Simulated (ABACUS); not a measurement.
Bi:

```xyz
2
Lattice="2.2675 1.3091 3.9380 -2.2675 1.3091 3.9380 0.0000 -2.6183 3.9380" Properties=species:S:1:pos:R:3 pbc="T T T"
Bi    0.0000    0.0000    9.0495
Bi    0.0000    0.0000    2.7645
```

Base run:

| Quantity | Value |
| --- | --- |
| Program | ABACUS 3.10.1 |
| Functional | PBE |
| Potentials or basis | PseudoDojo NC SR 0.4.1 PBE standard |
| Cutoff | 898 eV |
| Density cutoff | 3592 eV |
| Basis | plane waves |
| k mesh | 7 × 7 × 7 |
| Occupations | fermi-dirac, width 0.05 eV |
| Spin | no spin polarisation |

Its results: band gap on the k mesh 0.27 eV, indirect (least direct gap 0.53 eV); pressure 2.1 GPa; largest force 0.222 eV/Å.

Q: The run is repeated on the same cell with these changes: cutoff from 898 eV to 1361 eV; density cutoff from 3592 eV to 5442 eV; basis from plane waves to DZP LCAO (the cutoffs set its grid). What comes out?

A: Band gap on the k mesh 0.29 eV, indirect (least direct gap 0.59 eV); pressure 3.0 GPa; largest force 0.318 eV/Å.

Caveats: spin-orbit coupling is left out, which as a rule narrows the gap of such compounds by several tenths of an eV; an odd mesh through Γ misses points on the zone boundary, where band edges often lie; the atomic orbitals were generated for these runs and aren't a published set (some runs); the basis of atomic orbitals isn't converged, which shifts pressures, moduli and gaps (some runs).

Not every run made on this cell is shown here.
